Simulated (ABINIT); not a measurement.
Here is an ABINIT 10.8.3 (patched build) calculation.

run.abi

```
# Pseudopotentials
pp_dirpath "./"
pseudos "Si.GGA_PBE-JTH.xml, C.GGA_PBE-JTH.xml"

# Structure
acell 3.076 3.076 5.048 Angstrom
rprim
     1.0000000000     0.0000000000     0.0000000000
    -0.5000000000     0.8660254038     0.0000000000
     0.0000000000     0.0000000000     1.0000000000
ntypat 2
znucl 14 6
natom 4
typat 1 1 2 2
xred
     0.6666666667     0.3333333333     0.5000000000
     0.3333333333     0.6666666667     0.0000000000
     0.6666666667     0.3333333333     0.8850000000
     0.3333333333     0.6666666667     0.3850000000
chkprim 0
chksymtnons 0
tolsym 1.0e-6

# Plane-wave basis
ecut 19.0
pawecutdg 38.0
pawxcdev 0
pawovlp -1

# k points
kptopt 1
ngkpt 10 10 5
nshiftk 1
shiftk 0.0 0.0 0.0

# Exchange and correlation
ixc 11

# Bands and occupations
nband 12
occopt 3
tsmear 0.05 eV

# SCF cycle
nstep 100
tolvrs 1.0e-9

# Output
iomode 3
prtwf 0
prtden 0
prteig 0
prtebands 0

# Relaxation
ionmov 2
ntime 60
tolmxf 5.0e-5
optcell 2
dilatmx 1.08
ecutsm 0.5
strtarget 3*-1.019679e-03 3*0.0
```

Potentials or basis: JTH PAW PBE v2.0.

Run with:

```sh
$ abinit run.abi > log 2>&1
```

Question: Predict the space group after relaxing (to 0.05 Å).

Answer: P6_3mc (No. 186).

Question: Estimate the relaxed volume.

Answer: 9.36 Å³/atom.

Question: Estimate the band gap on the k mesh.

Answer: 2.27 eV, indirect (least direct gap 4.18 eV).

Final structure:
```xyz
4
Lattice="2.9761 0.0000 0.0000 -1.4881 2.5774 0.0000 0.0000 0.0000 4.8794" Properties=species:S:1:pos:R:3 pbc="T T T"
Si    1.4881    0.8591    2.4622
Si    0.0000    1.7183    0.0225
C     1.4881    0.8591    4.2958
C     0.0000    1.7183    1.8561
```

Caveat: an odd mesh through Γ misses points on the zone boundary, where band edges often lie.
